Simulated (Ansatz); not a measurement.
Ni2H:

```xyz
3
Lattice="2.6430 0.0000 0.0000 -1.3215 2.2889 0.0000 0.0000 0.0000 4.3080" Properties=species:S:1:pos:R:3 pbc="T T T"
Ni    1.3215    0.7630    3.3042
Ni    0.0000    1.5259    1.0038
H     0.0000    0.0000    0.0000
```

Program: Ansatz 0.2.0. Alike in all runs: task single point; level PBE; potentials or basis Ansatz PAW; cell as given; cutoff (eV) 420; smearing fermi-dirac 0.05 eV. Hardware: 2 threads of Arm Neoverse V1, on a shared host.

Order these runs on this cell by their wall time, lowest first.
A. spin non-collinear, random start; k mesh 8 × 8 × 5
B. spin off; k mesh 11 × 11 × 6
C. spin collinear, ferromagnetic start; k mesh 11 × 11 × 6

B (1.6 s), C (7.4 s), A (18 s).

Caveats: the starting moments weren't kept (some runs).
